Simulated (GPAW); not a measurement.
A run of GPAW 26.7.0:

Contents of run.py:

```python
from ase.eos import EquationOfState
from ase.io import Trajectory, read
from ase.units import GPa
from gpaw import GPAW, PW

atoms = read('SnSe.xyz')

traj = Trajectory('eos.traj', 'w')
volumes, energies = [], []
for x in [0.94, 0.96, 0.98, 1.0, 1.02, 1.04, 1.06]:
    a = atoms.copy()
    a.set_cell(atoms.cell * x**(1 / 3), scale_atoms=True)
    calc = GPAW(mode=PW(600),
                xc='PBE',
                kpts={'size': (6, 6, 3), 'gamma': True},
                occupations={'name': 'fermi-dirac', 'width': 0.05},
                nbands=33,
                convergence={'density': 1e-05, 'energy': 1e-05},
                maxiter=150,
                txt=f'eos-{x:.2f}.txt')
    a.calc = calc
    energies.append(a.get_potential_energy(force_consistent=True))
    volumes.append(a.get_volume())
    p = -a.get_stress()[:3].mean() / GPa
    calc.write(f'eos-{x:.2f}.gpw')
    traj.write(a)
    print(f'{x:.2f} {volumes[-1]:10.4f} A^3 {energies[-1]:14.6f} eV {p:9.3f} GPa', flush=True)

v0, e0, B = EquationOfState(volumes, energies, eos='birchmurnaghan').fit()
print(f'V0 = {v0:.4f} A^3, E0 = {e0:.6f} eV, B0 = {B / GPa:.2f} GPa')
```

The input SnSe.xyz:

```xyz
4
Lattice="4.2853274191 0.0000000000 0.0000000000 0.0000000000 4.2853274191 0.0000000000 0.0000000000 0.0000000000 10.9906921300" Properties=species:S:1:pos:R:3 pbc="T T T"
Sn     0.0000000000      2.1426637096      6.8996365802
Sn     2.1426637096      0.0000000000      4.0910555498
Se     0.0000000000      2.1426637096      4.2199917555
Se     2.1426637096      0.0000000000      6.7707003745
```

Potentials or basis: GPAW PAW data sets (gpaw-data 1.2.1), pw.

The run is started by

```bash
$ OMP_NUM_THREADS=1 python run.py
```

Hardware: 1 thread of Arm Neoverse V1, on a shared host.

**Question.** How long does it take, and how much memory?

**Answer.** Wall time 8.1 min on 1 thread of Arm Neoverse V1 (shared host), peak memory 0.63 GiB. Counts: scf iterations 70, plane waves 6363, bands 33, k points 20.
